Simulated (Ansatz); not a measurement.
SnTe, DFT, PBE, PAW with Ansatz's default frozen-core files, scalar-relativistic (Ansatz 0.2.0), run on 1 thread of Arm Neoverse V1 on a shared host.

The cell is COD entry 9008726, as deposited and not checked against the literature; nothing was relaxed. The listed cell was then made from it by scaling, straining or moving an atom.

Command: `ansatz run input.yaml --threads 1 --pin off --max-ram 3072MiB --backend cpu --events-out ev --progress --plain --runs-dir out`

```yaml
crystal:
  lattice:
    - [0.0, 3.251195, 3.1565]
    - [3.251195, 0.0, 3.1565]
    - [3.251195, 3.251195, 0.0]
  atoms:
    - { symbol: Sn, position: [0.0, 0.0, 0.0] }
    - { symbol: Te, position: [0.5, 0.5, 0.5] }
kpoints:
  mp_grid: { grid: [11, 11, 11] }
scf:
  occupations: { method: fermi_dirac, width: 0.08 }
hamiltonian:
  xc: pbe
  pseudopotentials: { kind: paw }
output:
  forces: true
  stress: true
  eigenvalues: true
  efg: { contact_densities: true }
  write_density: true
  write_potential: true
  elf: true
  volumetric_format: npy
```

How large is the problem that the program sets up?

126 irreducible k-points, 1307 plane waves at Γ, 19 bands.

About how long does it take, and how much memory does it use?

13 s of wall time for 6 SCF iterations, with a peak of 0.47 GiB. Times on shared machines scatter by tens of per cent.

And the same cell and mesh by all-electron PAW (datasets made for this crystal), asked for forces, stress, eigenvalues, efg, on the same hardware?

16 s, peak memory 0.65 GiB.
